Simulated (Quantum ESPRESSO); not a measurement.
# CsSnBr3 (Pm-3m) in Quantum ESPRESSO: a series of runs

Aim: see how the results for CsSnBr3 move with the level of theory and the settings. Levels: PBEsol, PBE. Tasks: single point.

All numbers are computed with Quantum ESPRESSO 7.5; they aren't measurements. Logs are shortened: lines on timing, memory, paths and dates and some standing lists are left out, and cuts for length are marked.

## 1. Starting point

The structure is cubic, space group Pm-3m (No. 221). Conventional cell: a = 5.839 Å, b = 5.839 Å, c = 5.839 Å, α = 90.00°, β = 90.00°, γ = 90.00°. Around Cs (site symmetry m-3m) lie 12 Br at 4.13 Å. Sn (site symmetry m-3m) is surrounded by 6 Br at 2.92 Å. Br (site symmetry 4/mmm) has 2 Sn at 2.92 Å as nearest neighbours.

The cell is a database's computed one.

## 2. Single point, PBEsol

File pw.in:

```
&CONTROL
  calculation = 'scf'
  prefix = 'pwscf'
  outdir = './tmp'
  pseudo_dir = './pseudo'
  tprnfor = .true.
  tstress = .true.
  disk_io = 'low'
/
&SYSTEM
  ibrav = 0
  nat = 5
  ntyp = 3
  ecutwfc = 68
  ecutrho = 544
  nbnd = 31
  occupations = 'smearing'
  smearing = 'fd'
  degauss = 0.00367493
/
&ELECTRONS
  conv_thr = 1d-09
  electron_maxstep = 120
  mixing_beta = 0.5
/
ATOMIC_SPECIES
Cs   132.9055 cs_pbesol_v1.uspp.F.UPF
Sn   118.7100 sn_pbesol_v1.4.uspp.F.UPF
Br    79.9040 br_pbesol_v1.4.uspp.F.UPF
CELL_PARAMETERS angstrom
   5.8390056100    0.0000000000    0.0000000000
   0.0000000000    5.8390056100    0.0000000000
   0.0000000000    0.0000000000    5.8390056100
ATOMIC_POSITIONS crystal
Cs     0.0000000000    0.0000000000    0.0000000000
Sn     0.5000000000    0.5000000000    0.5000000000
Br     0.0000000000    0.5000000000    0.5000000000
Br     0.5000000000    0.5000000000    0.0000000000
Br     0.5000000000    0.0000000000    0.5000000000
K_POINTS automatic
5 5 5 0 0 0
```

File pp_density.in:

```
&INPUTPP
  prefix = 'pwscf'
  outdir = './tmp'
  filplot = 'density.dat'
  plot_num = 0
/
&PLOT
  nfile = 1
  filepp(1) = 'density.dat'
  iflag = 3
  output_format = 6
  fileout = 'density.cube'
/
```

File pp_potential.in:

```
&INPUTPP
  prefix = 'pwscf'
  outdir = './tmp'
  filplot = 'potential.dat'
  plot_num = 11
/
&PLOT
  nfile = 1
  filepp(1) = 'potential.dat'
  iflag = 3
  output_format = 6
  fileout = 'potential.cube'
/
```

Potentials or basis: GBRV 1.5 PBEsol.

Run with:

```
> OMP_NUM_THREADS=1 mpirun -n 2 pw.x -nk 2 -in pw.in > pw.out
> OMP_NUM_THREADS=1 mpirun -n 1 pp.x -in pp_density.in > pp_density.out
> OMP_NUM_THREADS=1 mpirun -n 1 pp.x -in pp_potential.in > pp_potential.out
```

pw.out:

```text
This program is part of the open-source Quantum ESPRESSO suite
     for quantum simulation of materials; please cite
[... 13 lines left out ...]
     --------------------
     sticks:   dense  smooth     PW     G-vecs:    dense   smooth      PW
     Sum        5249    2617    725               287777   101673   14771

     Using Slab Decomposition

     bravais-lattice index     =            0
     lattice parameter (alat)  =      11.0341  a.u.
     unit-cell volume          =    1343.4245 (a.u.)^3
     number of atoms/cell      =            5
     number of atomic types    =            3
     number of electrons       =        44.00
     number of Kohn-Sham states=           31
     kinetic-energy cutoff     =      68.0000  Ry
     charge density cutoff     =     544.0000  Ry
     scf convergence threshold =      1.0E-09
     mixing beta               =       0.5000
     number of iterations used =            8  plain     mixing
     Exchange-correlation= SLA  PW   PSX  PSC
                           (   1   4  10   8   0   0   0)

     celldm(1)=  11.034121  celldm(2)=   0.000000  celldm(3)=   0.000000
     celldm(4)=   0.000000  celldm(5)=   0.000000  celldm(6)=   0.000000

     crystal axes: (cart. coord. in units of alat)
               a(1) = (   1.000000   0.000000   0.000000 )
               a(2) = (   0.000000   1.000000   0.000000 )
               a(3) = (   0.000000   0.000000   1.000000 )

     reciprocal axes: (cart. coord. in units 2 pi/alat)
               b(1) = (  1.000000  0.000000  0.000000 )
               b(2) = (  0.000000  1.000000  0.000000 )
               b(3) = (  0.000000  0.000000  1.000000 )

     PseudoPot. # 1 for Cs read from file:
     cs_pbesol_v1.uspp.F.UPF
     Pseudo is Ultrasoft + core correction, Zval =  9.0
     Generated by new atomic code, or converted to UPF format
     Using radial grid of  905 points,  6 beta functions with:
                l(1) =   0
                l(2) =   0
                l(3) =   1
                l(4) =   1
                l(5) =   2
                l(6) =   2
     Q(r) pseudized with  6 coefficients,  rinner =    1.500   1.500   1.500
                                                       1.500   1.500

     PseudoPot. # 2 for Sn read from file:
     sn_pbesol_v1.4.uspp.F.UPF
     Pseudo is Ultrasoft + core correction, Zval = 14.0
     Generated by new atomic code, or converted to UPF format
     Using radial grid of  891 points,  6 beta functions with:
                l(1) =   0
                l(2) =   0
                l(3) =   1
                l(4) =   1
                l(5) =   2
                l(6) =   2
     Q(r) pseudized with  8 coefficients,  rinner =    1.350   1.350   1.350
                                                       1.350   1.350

     PseudoPot. # 3 for Br read from file:
     br_pbesol_v1.4.uspp.F.UPF
     Pseudo is Ultrasoft + core correction, Zval =  7.0
     Generated by new atomic code, or converted to UPF format
     Using radial grid of  879 points,  6 beta functions with:
                l(1) =   0
                l(2) =   0
                l(3) =   1
                l(4) =   1
                l(5) =   2
                l(6) =   2
     Q(r) pseudized with  8 coefficients,  rinner =    1.200   1.200   1.200
                                                       1.200   1.200

     atomic species   valence    mass     pseudopotential
     Cs                9.00   132.90550     Cs( 1.00)
     Sn               14.00   118.71000     Sn( 1.00)
     Br                7.00    79.90400     Br( 1.00)

     48 Sym. Ops., with inversion, found

   Cartesian axes

     site n.     atom                  positions (alat units)
         1        Cs     tau(   1) = (   0.0000000   0.0000000   0.0000000  )
         2        Sn     tau(   2) = (   0.5000000   0.5000000   0.5000000  )
         3        Br     tau(   3) = (   0.0000000   0.5000000   0.5000000  )
         4        Br     tau(   4) = (   0.5000000   0.5000000   0.0000000  )
         5        Br     tau(   5) = (   0.5000000   0.0000000   0.5000000  )

     number of k points=    10  Fermi-Dirac smearing, width (Ry)=  0.0037
                       cart. coord. in units 2pi/alat
        k(    1) = (   0.0000000   0.0000000   0.0000000), wk =   0.0160000
        k(    2) = (   0.0000000   0.0000000   0.2000000), wk =   0.0960000
        k(    3) = (   0.0000000   0.0000000   0.4000000), wk =   0.0960000
        k(    4) = (   0.0000000   0.2000000   0.2000000), wk =   0.1920000
        k(    5) = (   0.0000000   0.2000000   0.4000000), wk =   0.3840000
        k(    6) = (   0.0000000   0.4000000   0.4000000), wk =   0.1920000
        k(    7) = (   0.2000000   0.2000000   0.2000000), wk =   0.1280000
        k(    8) = (   0.2000000   0.2000000   0.4000000), wk =   0.3840000
        k(    9) = (   0.2000000   0.4000000   0.4000000), wk =   0.3840000
        k(   10) = (   0.4000000   0.4000000   0.4000000), wk =   0.1280000

     Dense  grid:   287777 G-vectors     FFT dimensions: (  81,  81,  81)

     Smooth grid:   101673 G-vectors     FFT dimensions: (  60,  60,  60)

     Initial potential from superposition of free atoms

     starting charge      42.9622, renormalised to      44.0000
     Starting wfcs are   34 randomized atomic wfcs

     Self-consistent Calculation

     iteration #  1     ecut=    68.00 Ry     beta= 0.50
     Davidson diagonalization with overlap
     ethr =  1.00E-02,  avg # of iterations =  2.0

     Threshold (ethr) on eigenvalues was too large:
     Diagonalizing with lowered threshold

     Davidson diagonalization with overlap
     ethr =  4.10E-04,  avg # of iterations =  7.4

     total energy              =    -343.75036689 Ry
     estimated scf accuracy    <       0.19595612 Ry

     iteration #  2     ecut=    68.00 Ry     beta= 0.50
     Davidson diagonalization with overlap
     ethr =  4.45E-04,  avg # of iterations =  2.3

     total energy              =    -343.79342209 Ry
     estimated scf accuracy    <       0.01284934 Ry

     iteration #  3     ecut=    68.00 Ry     beta= 0.50
     Davidson diagonalization with overlap
     ethr =  2.92E-05,  avg # of iterations =  9.7

     total energy              =    -343.79583508 Ry
     estimated scf accuracy    <       0.00186192 Ry

     iteration #  4     ecut=    68.00 Ry     beta= 0.50
     Davidson diagonalization with overlap
     c_bands:  1 eigenvalues not converged
     ethr =  4.23E-06,  avg # of iterations = 11.6

     total energy              =    -343.79659936 Ry
     estimated scf accuracy    <       0.00014441 Ry

     iteration #  5     ecut=    68.00 Ry     beta= 0.50
     Davidson diagonalization with overlap
     ethr =  3.28E-07,  avg # of iterations =  5.5

     total energy              =    -343.79666486 Ry
     estimated scf accuracy    <       0.00001200 Ry

     iteration #  6     ecut=    68.00 Ry     beta= 0.50
     Davidson diagonalization with overlap
     ethr =  2.73E-08,  avg # of iterations =  6.4

     total energy              =    -343.79667579 Ry
     estimated scf accuracy    <       0.00000195 Ry

     iteration #  7     ecut=    68.00 Ry     beta= 0.50
     Davidson diagonalization with overlap
     ethr =  4.44E-09,  avg # of iterations =  8.9

     total energy              =    -343.79667827 Ry
     estimated scf accuracy    <       0.00000032 Ry

     iteration #  8     ecut=    68.00 Ry     beta= 0.50
     Davidson diagonalization with overlap
     ethr =  7.22E-10,  avg # of iterations = 11.2

     total energy              =    -343.79667875 Ry
     estimated scf accuracy    <       0.00000002 Ry

     iteration #  9     ecut=    68.00 Ry     beta= 0.50
     Davidson diagonalization with overlap
     ethr =  4.34E-11,  avg # of iterations = 13.4

     total energy              =    -343.79667880 Ry
     estimated scf accuracy    <          1.2E-09 Ry

     iteration # 10     ecut=    68.00 Ry     beta= 0.50
     Davidson diagonalization with overlap
     ethr =  2.74E-12,  avg # of iterations = 13.1

     End of self-consistent calculation

          k = 0.0000 0.0000 0.0000 ( 12797 PWs)   bands (ev):

   -17.8047 -17.6902 -17.6902 -17.6608 -17.6608 -17.6608 -11.2161 -10.6882
   -10.6882  -4.5786  -4.5786  -4.5786  -1.8866  -0.8358  -0.8358  -0.8358
     1.4280   1.4280   1.4280   1.5592   1.5592   1.5592   6.5512   7.6480
     7.6480   8.2820   8.2820   8.2820   9.2958   9.2958   9.2958

          k = 0.0000 0.0000 0.2000 ( 12745 PWs)   bands (ev):

   -17.8043 -17.6902 -17.6881 -17.6609 -17.6609 -17.6608 -11.1781 -10.7374
   -10.6875  -4.5738  -4.5736  -4.5736  -2.4575  -0.8049  -0.8049   0.0143
     1.3732   1.3732   1.3788   1.5108   1.5108   1.5897   6.9457   7.8728
     7.9563   8.1100   8.4284   8.5074   8.5074   9.2939   9.2939

          k = 0.0000 0.0000 0.4000 ( 12709 PWs)   bands (ev):

   -17.8036 -17.6902 -17.6846 -17.6610 -17.6610 -17.6608 -11.0871 -10.8467
   -10.6863  -4.5662  -4.5655  -4.5655  -2.9216  -0.7516  -0.7516   0.6893
     1.2671   1.2671   1.3029   1.4503   1.4503   2.1831   6.2213   7.8233
     8.4617   8.5785   8.7081   8.7081   8.8356   9.6895   9.7993

          k = 0.0000 0.2000 0.2000 ( 12747 PWs)   bands (ev):

   -17.8039 -17.6891 -17.6870 -17.6609 -17.6609 -17.6608 -11.1418 -10.7552
   -10.7140  -4.5813  -4.5691  -4.5655  -2.8615  -0.7686  -0.3561   0.2485
     1.1577   1.3320   1.4427   1.4435   1.6167   1.6456   7.2429   7.7753
     7.9051   8.2093   8.2376   8.4863   8.7224   9.1913   9.2832

          k = 0.0000 0.2000 0.4000 ( 12736 PWs)   bands (ev):

   -17.8033 -17.6888 -17.6839 -17.6610 -17.6610 -17.6609 -11.0535 -10.8477
   -10.7229  -4.5781  -4.5683  -4.5616  -3.2666  -0.7050  -0.1314   0.6139
     1.0877   1.2382   1.3602   1.4130   1.6185   2.3366   6.0655   7.6355
     8.1215   8.5013   8.6013   8.7947   9.1095   9.5755   9.7665

          k = 0.0000 0.4000 0.4000 ( 12688 PWs)   bands (ev):

   -17.8028 -17.6874 -17.6817 -17.6611 -17.6610 -17.6609 -10.9678 -10.8594
   -10.8035  -4.5879  -4.5819  -4.5553  -3.6448  -0.6216   0.4872   0.7099
     1.0765   1.1884   1.2121   1.3175   1.8510   2.9549   5.7624   5.9251
     8.3352   8.6148   9.0144   9.2840   9.4532   9.5340   9.6497

          k = 0.2000 0.2000 0.2000 ( 12716 PWs)   bands (ev):

   -17.8036 -17.6870 -17.6870 -17.6609 -17.6609 -17.6609 -11.1080 -10.7542
   -10.7542  -4.5817  -4.5817  -4.5572  -3.1962  -0.3178  -0.3178   0.3783
     1.1120   1.1120   1.5898   1.6038   1.6038   1.6402   7.3770   7.5625
     7.5625   8.0471   8.3757   8.3757   9.1877   9.1878   9.4273

          k = 0.2000 0.2000 0.4000 ( 12708 PWs)   bands (ev):

   -17.8030 -17.6870 -17.6835 -17.6610 -17.6610 -17.6609 -11.0247 -10.8479
   -10.7525  -4.5837  -4.5824  -4.5624  -3.5659  -0.2485   0.0319   0.5983
     0.9146   1.1120   1.5047   1.5753   1.6666   2.4362   5.9056   7.3676
     7.5102   8.2380   8.7535   8.8786   9.4980   9.6006   9.8051

          k = 0.2000 0.4000 0.4000 ( 12711 PWs)   bands (ev):

   -17.8024 -17.6852 -17.6817 -17.6611 -17.6610 -17.6610 -10.9513 -10.8578
   -10.8175  -4.5963  -4.5933  -4.5721  -3.9171  -0.0528   0.5426   0.7052
     0.8429   0.9890   1.5516   1.5932   1.8551   3.0257   5.5899   5.7648
     7.2402   8.4934   9.0158   9.0241   9.2856   9.5168   9.9974

          k = 0.4000 0.4000 0.4000 ( 12733 PWs)   bands (ev):

   -17.8019 -17.6817 -17.6817 -17.6612 -17.6612 -17.6611 -10.9094 -10.8553
   -10.8553  -4.6100  -4.6100  -4.6004  -4.2530   0.6233   0.6852   0.6852
     0.8791   0.8791   1.8315   1.8315   1.8785   3.4790   5.3134   5.3134
     5.7463   8.2240   8.8547   8.8547   8.8671   9.9149   9.9149

     the Fermi energy is     4.3798 ev

!    total energy              =    -343.79667880 Ry
     estimated scf accuracy    <          1.2E-10 Ry
     smearing contrib. (-TS)   =      -0.00000000 Ry
     internal energy E=F+TS    =    -343.79667880 Ry

     The total energy is F=E-TS. E is the sum of the following terms:
     one-electron contribution =    -125.83593277 Ry
     hartree contribution      =      81.54066270 Ry
     xc contribution           =    -131.57098765 Ry
     ewald contribution        =    -167.93042109 Ry

     convergence has been achieved in  10 iterations

     Forces acting on atoms (cartesian axes, Ry/au):

     atom    1 type  1   force =     0.00000000    0.00000000    0.00000000
     atom    2 type  2   force =     0.00000000    0.00000000    0.00000000
     atom    3 type  3   force =     0.00000000    0.00000000    0.00000000
     atom    4 type  3   force =     0.00000000    0.00000000    0.00000000
     atom    5 type  3   force =     0.00000000    0.00000000    0.00000000

     Total force =     0.000000     Total SCF correction =     0.000000

     Computing stress (Cartesian axis) and pressure

          total   stress  (Ry/bohr**3)                   (kbar)     P=       -9.31
  -0.00006327   0.00000000   0.00000000           -9.31        0.00        0.00
   0.00000000  -0.00006327   0.00000000            0.00       -9.31        0.00
   0.00000000   0.00000000  -0.00006327            0.00        0.00       -9.31

=------------------------------------------------------------------------------=
   JOB DONE.
=------------------------------------------------------------------------------=
```

Wall time 1.8 min (2 MPI ranks of Arm Neoverse V2, shared host); peak memory 1.3 GiB.

What came out:

- Free energy: -4677.5921 eV
- Pressure: -0.9 GPa
- Band gap on the k mesh: 1.83 eV, direct

Levels at points of the mesh, in eV from the valence-band top:
```csv
k point,band 18,band 19,band 20,band 21,band 22,band 23,band 24,band 25,band 26,band 27
"(0.00, 0.00, 0.00)",-2.05,-2.05,-1.92,-1.92,-1.92,3.07,4.17,4.17,4.80,4.80
```

Caveat: spin-orbit coupling is left out, which moves the levels of the heavy elements; an odd mesh through Γ misses points on the zone boundary, where band edges often lie.

## 3. Single point, PBE

Changes to pw.in since step 2:

```diff
@@ -7,3 +7,3 @@
   tstress = .true.
-  disk_io = 'low'
+  disk_io = 'nowf'
 /
@@ -13,4 +13,4 @@
   ntyp = 3
-  ecutwfc = 68
-  ecutrho = 544
+  ecutwfc = 60
+  ecutrho = 480
   nbnd = 31
@@ -26,5 +26,5 @@
 ATOMIC_SPECIES
-Cs   132.9055 cs_pbesol_v1.uspp.F.UPF
-Sn   118.7100 sn_pbesol_v1.4.uspp.F.UPF
-Br    79.9040 br_pbesol_v1.4.uspp.F.UPF
+Cs   132.9055 Cs_pbe_v1.uspp.F.UPF
+Sn   118.7100 Sn_pbe_v1.uspp.F.UPF
+Br    79.9040 br_pbe_v1.4.uspp.F.UPF
 CELL_PARAMETERS angstrom
```

Potentials or basis: SSSP 1.3 efficiency PBE.

Run with:

```
> OMP_NUM_THREADS=1 mpirun -n 2 pw.x -nk 2 -in pw.in > pw.out
```

pw.out:

```text
This program is part of the open-source Quantum ESPRESSO suite
     for quantum simulation of materials; please cite
[... 13 lines left out ...]
     --------------------
     sticks:   dense  smooth     PW     G-vecs:    dense   smooth      PW
     Sum        4661    2337    641               238473    84439   12197

     Using Slab Decomposition

     bravais-lattice index     =            0
     lattice parameter (alat)  =      11.0341  a.u.
     unit-cell volume          =    1343.4245 (a.u.)^3
     number of atoms/cell      =            5
     number of atomic types    =            3
     number of electrons       =        44.00
     number of Kohn-Sham states=           31
     kinetic-energy cutoff     =      60.0000  Ry
     charge density cutoff     =     480.0000  Ry
     scf convergence threshold =      1.0E-09
     mixing beta               =       0.5000
     number of iterations used =            8  plain     mixing
     Exchange-correlation=  SLA  PW   PBX  PBC
                           (   1   4   3   4   0   0   0)

     celldm(1)=  11.034121  celldm(2)=   0.000000  celldm(3)=   0.000000
     celldm(4)=   0.000000  celldm(5)=   0.000000  celldm(6)=   0.000000

     crystal axes: (cart. coord. in units of alat)
               a(1) = (   1.000000   0.000000   0.000000 )
[... 84 lines left out ...]

     starting charge      42.9605, renormalised to      44.0000
     Starting wfcs are   34 randomized atomic wfcs

     Self-consistent Calculation

     iteration #  1     ecut=    60.00 Ry     beta= 0.50
     Davidson diagonalization with overlap
     ethr =  1.00E-02,  avg # of iterations =  4.1

     Threshold (ethr) on eigenvalues was too large:
     Diagonalizing with lowered threshold

     Davidson diagonalization with overlap
     ethr =  4.64E-04,  avg # of iterations =  2.6

     total energy              =    -367.26271153 Ry
     estimated scf accuracy    <       0.19713080 Ry
[... 43 lines left out ...]
     iteration #  8     ecut=    60.00 Ry     beta= 0.50
     Davidson diagonalization with overlap
     ethr =  1.35E-11,  avg # of iterations =  4.5

     End of self-consistent calculation

          k = 0.0000 0.0000 0.0000 ( 10635 PWs)   bands (ev):

   -17.7232 -17.6544 -17.6544 -17.6281 -17.6281 -17.6281 -11.0910 -10.5691
   -10.5691  -4.5207  -4.5207  -4.5207  -1.7094  -0.6911  -0.6911  -0.6911
     1.5351   1.5351   1.5351   1.6653   1.6653   1.6653   6.7886   7.8316
     7.8316   8.4828   8.4828   8.4828   9.4682   9.4682   9.4682
[... 59 lines left out ...]
   -17.7204 -17.6462 -17.6462 -17.6284 -17.6284 -17.6284 -10.7878 -10.7344
   -10.7344  -4.5509  -4.5509  -4.5416  -4.0852   0.7480   0.8078   0.8078
     1.0008   1.0008   1.9337   1.9337   1.9785   3.6341   5.5125   5.5125
     5.9319   8.4364   9.0158   9.0158   9.0365  10.0317  10.0317

     the Fermi energy is     4.5573 ev

!    total energy              =    -367.30563459 Ry
     estimated scf accuracy    <          4.2E-10 Ry
     smearing contrib. (-TS)   =      -0.00000000 Ry
     internal energy E=F+TS    =    -367.30563459 Ry

     The total energy is F=E-TS. E is the sum of the following terms:
     one-electron contribution =    -124.58788795 Ry
     hartree contribution      =      81.45034863 Ry
     xc contribution           =    -156.23767418 Ry
     ewald contribution        =    -167.93042109 Ry

     convergence has been achieved in   8 iterations

     Forces acting on atoms (cartesian axes, Ry/au):

     atom    1 type  1   force =     0.00000000    0.00000000    0.00000000
     atom    2 type  2   force =     0.00000000    0.00000000    0.00000000
     atom    3 type  3   force =     0.00000000    0.00000000    0.00000000
     atom    4 type  3   force =     0.00000000    0.00000000    0.00000000
     atom    5 type  3   force =     0.00000000    0.00000000    0.00000000

     Total force =     0.000000     Total SCF correction =     0.000000

     Computing stress (Cartesian axis) and pressure

          total   stress  (Ry/bohr**3)                   (kbar)     P=        5.01
   0.00003404   0.00000000   0.00000000            5.01        0.00        0.00
   0.00000000   0.00003404   0.00000000            0.00        5.01        0.00
   0.00000000   0.00000000   0.00003404            0.00        0.00        5.01

=------------------------------------------------------------------------------=
   JOB DONE.
=------------------------------------------------------------------------------=
```

Wall time 62 s (2 MPI ranks of Arm Neoverse V2, shared host); peak memory 1.1 GiB.

What came out:

| Property | Result |
| --- | --- |
| Free energy | -4997.4477 eV |
| Pressure | 0.5 GPa |
| Band gap on the k mesh | 1.88 eV, direct |

Caveat: spin-orbit coupling is left out, which moves the levels of the heavy elements; an odd mesh through Γ misses points on the zone boundary, where band edges often lie.

## 4. Comparison with measurements

Step 2. The gap isn't set beside the measured one, since this odd mesh misses points on the zone boundary.

Step 3. The gap isn't set beside the measured one, since this odd mesh misses points on the zone boundary.
